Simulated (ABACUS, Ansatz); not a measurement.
This is a calculation of Te2Mo for Ansatz 0.2.0. Atoms were shifted at random by some hundredths of an Å from the given cell, which wasn't relaxed again for these runs. 

Contents of input.yaml:

```yaml
crystal:
  lattice:
    - [3.5182, 0.0, 0.0]
    - [-1.7591, 3.0468505756, 0.0]
    - [0.0, 0.0, 13.9736]
  atoms:
    - { symbol: Te, position: [0.682211, 0.350044, 0.379408] }
    - { symbol: Te, position: [0.332617, 0.66864, 0.880128] }
    - { symbol: Te, position: [0.675769, 0.341414, 0.123843] }
    - { symbol: Te, position: [0.34483, 0.674958, 0.623041] }
    - { symbol: Mo, position: [0.652829, 0.31865, 0.748888] }
    - { symbol: Mo, position: [0.319474, 0.656701, 0.252474] }
kpoints:
  mp_grid: { grid: [9, 9, 2] }
scf:
  occupations: { method: fermi_dirac, width: 0.05 }
hamiltonian:
  xc: pbesol
  pseudopotentials: { kind: all_electron, lapw: { basis_error: 0.001 } }
output:
  forces: true
  stress: true
  eigenvalues: true
  populations: true
```

Potentials or basis: all-electron LAPW, scalar-relativistic.

Run with:

```bash
$ ansatz run input.yaml --threads 4 --pin off --max-ram 12288MiB --backend cpu --events-out ev --progress --plain --runs-dir out
```

Problem. Set up the same calculation for ABACUS 3.10.1. Potentials or basis there: PseudoDojo NC SR 0.4.1 PBEsol standard, plane waves, cutoff 1129 eV.

Solution. As run (cutoffs and basis follow the program's own potentials, and thresholds, step limits or extra output files can differ):

Contents of INPUT:

```
INPUT_PARAMETERS
suffix              Te2Mo
calculation         scf
basis_type          pw
pseudo_dir          ./
symmetry            1
dft_functional      pbesol
ecutwfc             83
pseudo_rcut         7
nspin               1
nbands              56
ks_solver           dav
smearing_method     fd
smearing_sigma      0.00367493
scf_thr             1e-08
scf_nmax            100
mixing_type         broyden
mixing_beta         0.7
cal_force           1
cal_stress          1
kpar                4
```

STRU

```
ATOMIC_SPECIES
Te 127.6000 Te.upf
Mo 95.9500 Mo.upf

LATTICE_CONSTANT
1.8897261246

LATTICE_VECTORS
3.5182000000 0.0000000000 0.0000000000
-1.7591000000 3.0468505756 0.0000000000
0.0000000000 0.0000000000 13.9736000000

ATOMIC_POSITIONS
Direct

Te
0.0
4
0.6822110000 0.3500440000 0.3794080000 1 1 1
0.3326170000 0.6686400000 0.8801280000 1 1 1
0.6757690000 0.3414140000 0.1238430000 1 1 1
0.3448300000 0.6749580000 0.6230410000 1 1 1

Mo
0.0
2
0.6528290000 0.3186500000 0.7488880000 1 1 1
0.3194740000 0.6567010000 0.2524740000 1 1 1
```

File KPT:

```
K_POINTS
0
Gamma
9 9 2 0 0 0
```

Potentials or basis: PseudoDojo NC SR 0.4.1 PBEsol standard, plane waves.

Run with:

```bash
$ OMP_NUM_THREADS=1 mpirun -np 4 abacus > log
```

Both were run:

|  | Ansatz | ABACUS |
| --- | --- | --- |
| Pressure | -0.1 GPa | 0.3 GPa |
| Largest force | 1.307 eV/Å | 1.321 eV/Å |

Where Ansatz's input types no cutoff or centring, it takes its own default and a Γ-centred mesh.

Pressure is positive in compression.
